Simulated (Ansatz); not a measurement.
# MgS (Niningerite) (Fm-3m) in Ansatz: notebook, part 2 of 2

Ansatz 0.2.0. The steps go on from the part before.

## Step 3: Single point, PBE0, 16.55 Å³/atom (volume scaled by 0.94)

Contents of input:

```
crystal:
  lattice:
    - [0.0, 2.5485401997, 2.5485401997]
    - [2.5485401997, 0.0, 2.5485401997]
    - [2.5485401997, 2.5485401997, 0.0]
  atoms:
    - { symbol: S, position: [0.5, 0.5, 0.5] }
    - { symbol: Mg, position: [0.0, 0.0, 0.0] }
hamiltonian:
  xc: pbe0
  pseudopotentials: { kind: paw }
kpoints:
  mp_grid: { grid: [6, 6, 6] }
scf:
  occupations: { method: fermi_dirac, width: 0.05 }
output:
  forces: true
  stress: true
  eigenvalues: true
```

Potentials or basis: Ansatz PAW.

Standard output:

```text
Warning: output.stress: scf.convergence.dr2_threshold = 1e-7 eV (the SCF's general default) is looser than the 2e-10 eV advised for a printed stress (1e-10 eV for each atom of the cell: 2). What an SCF threshold leaves in a stress goes as its square root, and in the free energy as the threshold itself, and one threshold admits the most on a small cell: of the crystals measured, under no hybrid functional and no lock of the moments, on runs that ended without the residual-converged pass, on stresses that held no estimate of that error, the worst erred by over 100 MPa in a component at 1e-7 eV an atom and by under 5 at 1e-10. Set scf.convergence.dr2_threshold to 2e-10 eV or tighter. The threshold is an SCF's pass mark: one that does not reach it within its budget of iterations ends unconverged, or closes short of it on a stop that the run arms, and scf.convergence.dr2_threshold's page says what that costs each kind of run
Warning: output.stress: scf.exx.energy_threshold = 1e-6 eV is looser than the 2e-8 eV advised for a stress under a hybrid functional (1e-8 eV for each atom of the cell: 2). Every SCF of the exchange loop can meet its threshold on dr2 while the loop round them stops early: no threshold on dr2 bounds what that leaves in the stress. Set scf.exx.energy_threshold to 2e-8 eV or tighter. The threshold is the loop's pass mark: a loop that does not reach it within its budget of cycles ends unconverged, and scf.exx.energy_threshold's page has the law
GPUs: using 1 of 1 available (devices: 1).
Engine: ansatz 0.2.0, x86_64-unknown-linux-gnu
Pseudopotentials: kind: paw
Pseudopotential: S, paw, valence charge 6, recommended cutoff 420 eV (normal), S.paw.azcp
Pseudopotential: Mg, paw, valence charge 10, recommended cutoff 420 eV (normal), Mg.paw.azcp
Functional definition: PBE0
  parameter a = 0.25
  parameter kappa = 0.804
  parameter beta = 0.06672455060314922
  exchange = (1 - a)*pbe_x(kappa = kappa, mu = beta*pi^2/3) + a*exact_x
  correlation = pbe_c(beta = beta)
device memory: the entry about to start is reckoned to put 0.4 GiB on a device that reports 33.3 GiB free (of which the cap on the GPU budget leaves the run 18.0 GiB)
GPU FFT provider: cuFFT
GPU libraries: cuBLAS 13.8.2, cuFFT 12.4.0, cuSOLVER 12.3.4
Crystal: 2 atoms, lattice volume = 33.106 Å³
Basis set: ecut = 420 eV, 645 PW (Γ), exchange–correlation on 50×50×50 points (8 copies of the dense FFT grid, shifted against one another)
Bands: 12, of which v1, the nominal top of the filled ones, is band 8 counted from 1 (7 counted from 0)
Symmetry: 48 space group operations
Space group: Fm-3m (ITA 225), of the structure as read, at distance tolerance 3.2e-5 Å
k-points: 16 of 216
Non-local potential: S, projectors of the file, l = 0: 2, l = 1: 2, l = 2: 2
Non-local potential: Mg, projectors of the file, l = 0: 3, l = 1: 2, l = 2: 1
PAW form: soft (Blöchl's): semilocal exchange-correlation on the pseudo side does not see the compensation charge
PAW frozen core: S, regenerated for the run's functional, and the local potential with it (the file was generated under x = pbe(κ = 0.804, μ = 0.2195149727645171), c = pbe(β = 0.06672455060314922))
[... 39 lines left out ...]
SCF iter   1: F=—  HF=-2830.098354 eV  |F-HF|=—  |Δ(HF+E_count)|=         —  Δρ=4.08e-5  dr2=7.86e-7  ethr=1.10e-6  ⟨swp⟩=2.2  Hψ=387  notcnv=0
preconditioner: auto → none  [insulator: Δε(μ)=4.680 eV  Ē_g=14.579 eV  σ=0.050 eV  W_gap=1.00  n_scr=8 (ndim 8)  ℏωp=18.3 eV  f_vac=0.000  D(μ)=0.00/eV (n_scr^D=0)]
SCF iter   2: F=—  HF=-2830.098353 eV  |F-HF|=—  |Δ(HF+E_count)|=   2.62e-7  Δρ=1.05e-5  dr2=3.45e-8  ethr=4.68e-9  ⟨swp⟩=3.1  Hψ=453  notcnv=0
SCF iter   3: F=-2830.098354 eV  HF=-2830.098354 eV  |F-HF|=5.08e-9  |Δ(HF+E_count)|=   1.20e-7  Δρ=4.28e-6  dr2=3.57e-9  ethr=7.13e-11  ⟨swp⟩=4.3  Hψ=646  notcnv=0
SCF 3 converged in 3 iterations: F = -2830.098354 eV  dr2 = 3.57e-9
  Residual-converged pass: ⟨swp⟩=2.1  Hψ=283  notcnv=0  max |occ|·‖R‖ = 2.4e-6 eV (tolerance 2.4e-6 eV)  dr2=3.56e-9  dr2_onsite=3.00e-9  max |Δocc| = 0.0e0
hybrid outer 2: dexx = +1.364e-7 eV, tail = 2.58e-8 eV, Δε = 2.90e-3 eV (about 1.78e-4 eV left of the loop's levels)
hybrid SCF converged: 2 outer / 9 inner (+2 warm-up), last move |dexx| = 1.36e-7 eV, tail = 2.58e-8 eV
Stability not checked: this state was not tested for a lower state beside it, because the functional holds exact exchange (a hybrid, or Hartree-Fock), whose exchange loop this test does not read (fock_operator; see scf.lower_state_search)
Free energy (F): -2830.098354 eV
Frozen-core exchange: fock
Harris-Foulkes:  -2830.098354 eV  (|F-HF|=5.08e-9)
Internal energy: -2830.098354 eV  (E = F + TS)
E sigma→0 (E₀):  -2830.098354 eV
Fermi energy:    8.437851 eV
--- Per-component energies (eV) ---
  E_band       = -369.389638
  E_kinetic    = 186.885484
  E_local      = -1634.786588  (includes V_loc(G=0)·N_el)
  E_nonlocal   = 122.789601
  E_hartree    = 582.964098
  E_xc         = -99.110791
  E_vxc        = -99.147917  (∫ρ·V_xc dr)
  E_exx        = -69.808124  (= α·E_x^exact, valence–valence)
  E_paw        = -853.419211  (= ΣΔE_a)
  E_vpaw       = 28.555882  (= ΣTr[D̂ρ^β])
  E_aug_tail   = 0.000002  (compensation charges beyond the density's cutoff)
  E_ewald      = -1065.490834
  E_core_change = -0.121988  (= ΣΔE_core)
  E_smearing   = -0.000000  (= −TS)
  E_closure    = 0.000000  (closes the sum)
  Σ components = -2830.098354   (vs F -2830.098354, Δ=0.00e0)
--- Forces (eV/Å), atoms counted from 1 ---
  atom   1  S      0.00000000    -0.00000000    -0.00000000
  atom   2  Mg     0.00000000     0.00000000     0.00000000
  max |Σ_I F_I| component: 2.27e-29 eV/Å
--- Stress (GPa, compression-positive) ---
        5.128224      -0.000000      -0.000000
        0.000000       5.128224      -0.000000
       -0.000000      -0.000000       5.128224
  P = ⅓ Tr σ = 5.1282 GPa (51.282 kbar)
--- Band table (eV; the first three rows and the last of 16) ---
  k-point 0: bands = ["-73.4589", "-38.3562", "-38.3562", "-38.3562", "-8.3192", "6.0964", "6.0964", "6.0964", "12.1757", "15.8976", "15.8976", "15.8976"]
  k-point 1: bands = ["-73.4588", "-38.3587", "-38.3565", "-38.3565", "-7.9983", "4.2612", "5.8858", "5.8858", "13.1774", "15.7933", "16.2625", "16.2625"]
  k-point 2: bands = ["-73.4585", "-38.3637", "-38.3570", "-38.3570", "-7.2125", "1.6149", "5.5217", "5.5217", "12.7813", "15.4494", "15.4494", "18.2652"]
  k-point 15: bands = ["-73.4581", "-38.3640", "-38.3613", "-38.3599", "-6.1939", "1.6161", "3.0138", "3.5237", "12.5637", "14.0669", "17.6700", "18.2385"]
```

Run time: 10 s. Hardware: 1 × NVIDIA H100 80GB HBM3 with 2 threads of AMD EPYC 7R13 (Zen 3), shared host; peak memory 1.6 GiB.

Results:

| Item | Value |
| --- | --- |
| Free energy | -2830.0984 eV |
| Pressure | 5.1 GPa |
| Band gap on the k mesh | 4.68 eV, indirect (least direct gap 6.08 eV) |

Caveat: the PAW data sets come from PBE, with cores solved anew for the run's functional, which leaves a small shift of forces and pressure; the thresholds are loose for stress.

## Step 4: Single point, PBE0, 16.91 Å³/atom (volume scaled by 0.96)

input, as its differences from that of step 3:

```diff
@@ -2,5 +2,5 @@
   lattice:
-    - [0.0, 2.5485401997, 2.5485401997]
-    - [2.5485401997, 0.0, 2.5485401997]
-    - [2.5485401997, 2.5485401997, 0.0]
+    - [0.0, 2.5664882573, 2.5664882573]
+    - [2.5664882573, 0.0, 2.5664882573]
+    - [2.5664882573, 2.5664882573, 0.0]
   atoms:
```

Wall time 11 s (1 × NVIDIA H100 80GB HBM3 with 2 threads of AMD EPYC 7R13 (Zen 3), shared host); peak memory 1.6 GiB.

Results (log left out):

* Free energy: -2830.1164 eV
* Pressure: 3.1 GPa
* Band gap on the k mesh: 4.63 eV, indirect (least direct gap 5.89 eV)

Caveat: the PAW data sets come from PBE, with cores solved anew for the run's functional, which leaves a small shift of forces and pressure; the thresholds are loose for stress.

## Step 5: Single point, PBE0, 17.26 Å³/atom (volume scaled by 0.98)

input, as its differences from that of step 4:

```diff
@@ -2,5 +2,5 @@
   lattice:
-    - [0.0, 2.5664882573, 2.5664882573]
-    - [2.5664882573, 0.0, 2.5664882573]
-    - [2.5664882573, 2.5664882573, 0.0]
+    - [0.0, 2.5841887356, 2.5841887356]
+    - [2.5841887356, 0.0, 2.5841887356]
+    - [2.5841887356, 2.5841887356, 0.0]
   atoms:
@@ -19 +19,5 @@
   eigenvalues: true
+  write_density: true
+  write_potential: true
+  elf: true
+  volumetric_format: npy
```

Run time: 11 s. Hardware: 1 × NVIDIA H100 80GB HBM3 with 2 threads of AMD EPYC 7R13 (Zen 3), shared host; peak memory 1.6 GiB.

Results (log left out):

| Property | Result |
| --- | --- |
| Free energy | -2830.1259 eV |
| Pressure | 1.3 GPa |
| Band gap on the k mesh | 4.58 eV, indirect (least direct gap 5.70 eV) |

Caveat: the PAW data sets come from PBE, with cores solved anew for the run's functional, which leaves a small shift of forces and pressure; the thresholds are loose for stress.

## Step 6: Single point, PBE0, 17.61 Å³/atom

Contents of input:

```
crystal:
  lattice:
    - [0.0, 2.60165, 2.60165]
    - [2.60165, 0.0, 2.60165]
    - [2.60165, 2.60165, 0.0]
  atoms:
    - { symbol: S, position: [0.5, 0.5, 0.5] }
    - { symbol: Mg, position: [0.0, 0.0, 0.0] }
hamiltonian:
  xc: pbe0
  pseudopotentials: { kind: paw }
kpoints:
  mp_grid: { grid: [6, 6, 6] }
scf:
  occupations: { method: fermi_dirac, width: 0.05 }
output:
  forces: true
  stress: true
  eigenvalues: true
```

Potentials or basis: Ansatz PAW.

Wall time 9.3 s (1 × NVIDIA H100 80GB HBM3 with 2 threads of AMD EPYC 7R13 (Zen 3), shared host); peak memory 1.6 GiB.

Results (log left out):

- Free energy: -2830.1278 eV
- Pressure: -0.4 GPa
- Band gap on the k mesh: 4.53 eV, indirect (least direct gap 5.53 eV)

Caveat: the PAW data sets come from PBE, with cores solved anew for the run's functional, which leaves a small shift of forces and pressure; the thresholds are loose for stress.

## Step 7: Single point, PBE0, 17.96 Å³/atom (volume scaled by 1.02)

input, as its differences from that of step 6:

```diff
@@ -2,5 +2,5 @@
   lattice:
-    - [0.0, 2.60165, 2.60165]
-    - [2.60165, 0.0, 2.60165]
-    - [2.60165, 2.60165, 0.0]
+    - [0.0, 2.6188799723, 2.6188799723]
+    - [2.6188799723, 0.0, 2.6188799723]
+    - [2.6188799723, 2.6188799723, 0.0]
   atoms:
@@ -19 +19,5 @@
   eigenvalues: true
+  write_density: true
+  write_potential: true
+  elf: true
+  volumetric_format: npy
```

Wall time 11 s (1 × NVIDIA H100 80GB HBM3 with 2 threads of AMD EPYC 7R13 (Zen 3), shared host); peak memory 1.6 GiB.

It converged, with:

- Free energy: -2830.1228 eV
- Pressure: -1.9 GPa
- Band gap on the k mesh: 4.48 eV, indirect (least direct gap 5.36 eV)

Caveat: the PAW data sets come from PBE, with cores solved anew for the run's functional, which leaves a small shift of forces and pressure; the thresholds are loose for stress.

## Step 8: Single point, PBE0, 18.31 Å³/atom (volume scaled by 1.04)

input, as its differences from that of step 7:

```diff
@@ -2,5 +2,5 @@
   lattice:
-    - [0.0, 2.6188799723, 2.6188799723]
-    - [2.6188799723, 0.0, 2.6188799723]
-    - [2.6188799723, 2.6188799723, 0.0]
+    - [0.0, 2.6358861629, 2.6358861629]
+    - [2.6358861629, 0.0, 2.6358861629]
+    - [2.6358861629, 2.6358861629, 0.0]
   atoms:
```

Run time: 9.5 s. Hardware: 1 × NVIDIA H100 80GB HBM3 with 2 threads of AMD EPYC 7R13 (Zen 3), shared host; peak memory 1.6 GiB.

The run converged. Its results:

- Free energy: -2830.1115 eV
- Pressure: -3.2 GPa
- Band gap on the k mesh: 4.43 eV, indirect (least direct gap 5.20 eV)

Caveat: the PAW data sets come from PBE, with cores solved anew for the run's functional, which leaves a small shift of forces and pressure; the thresholds are loose for stress.

## Step 9: Single point, PBE0, 18.67 Å³/atom (volume scaled by 1.06)

Contents of input:

```
crystal:
  lattice:
    - [0.0, 2.6526756995, 2.6526756995]
    - [2.6526756995, 0.0, 2.6526756995]
    - [2.6526756995, 2.6526756995, 0.0]
  atoms:
    - { symbol: S, position: [0.5, 0.5, 0.5] }
    - { symbol: Mg, position: [0.0, 0.0, 0.0] }
hamiltonian:
  xc: pbe0
  pseudopotentials: { kind: paw }
kpoints:
  mp_grid: { grid: [6, 6, 6] }
scf:
  occupations: { method: fermi_dirac, width: 0.05 }
output:
  forces: true
  stress: true
  eigenvalues: true
```

Potentials or basis: Ansatz PAW.

Run time: 9 s. Hardware: 1 × NVIDIA H100 80GB HBM3 with 2 threads of AMD EPYC 7R13 (Zen 3), shared host; peak memory 1.6 GiB.

The run converged. Its results:

* Free energy: -2830.0946 eV
* Pressure: -4.5 GPa
* Band gap on the k mesh: 4.38 eV, indirect (least direct gap 5.04 eV)

Caveat: the PAW data sets come from PBE, with cores solved anew for the run's functional, which leaves a small shift of forces and pressure; the thresholds are loose for stress.

## Step 10: Equation of state, PBE0

This step only gathers the single runs of the series.

What came out:

```yaml
Equilibrium_volume: 17.52 Å³/atom
Bulk_modulus: 80 GPa
Pressure_derivative_of_the_bulk_modulus: 4.0
```

Energy against volume, from the lowest point:
| volume (Å³/atom) | energy (meV/atom) |
| --- | --- |
| 16.553 | 14.73 |
| 16.905 | 5.72 |
| 17.257 | 0.94 |
| 17.609 | 0.00 |
| 17.962 | 2.51 |
| 18.314 | 8.16 |
| 18.666 | 16.63 |

Caveat: the PAW data sets were made with another functional, which shifts forces and pressure a little.
